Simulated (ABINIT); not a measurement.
The system is ZrC.

```
CELL_PARAMETERS angstrom
0.00000 2.36500 2.36500
2.36500 0.00000 2.36500
2.36500 2.36500 0.00000
ATOMIC_POSITIONS crystal
Zr 0.50000 0.50000 0.50000
C 0.00000 0.00000 0.00000
```

Base run:

```yaml
Program: ABINIT 10.8.3 (patched build)
Functional: PBEsol
Potentials_or_basis: JTH PAW PBE v2.0
Cutoff: 544 eV
k_mesh: 8 × 8 × 8
Occupations: fermi-dirac, width 0.05 eV
Spin: no spin polarisation
```

Its results: band gap on the k mesh none (metal or under the smearing width); pressure -8.7 GPa.

Question: The run is repeated on the same cell with these changes: potentials or basis from JTH PAW PBE v2.0 to PseudoDojo NC SR PBEsol v0.4.1 standard; cutoff from 544 eV to 1116 eV; k mesh from 8 × 8 × 8 to 10 × 10 × 10. What comes out?

Answer: Band gap on the k mesh none (metal or under the smearing width); pressure -8.3 GPa.

Caveats: the PAW data sets were made with another functional, which shifts forces and pressure a little (some runs).
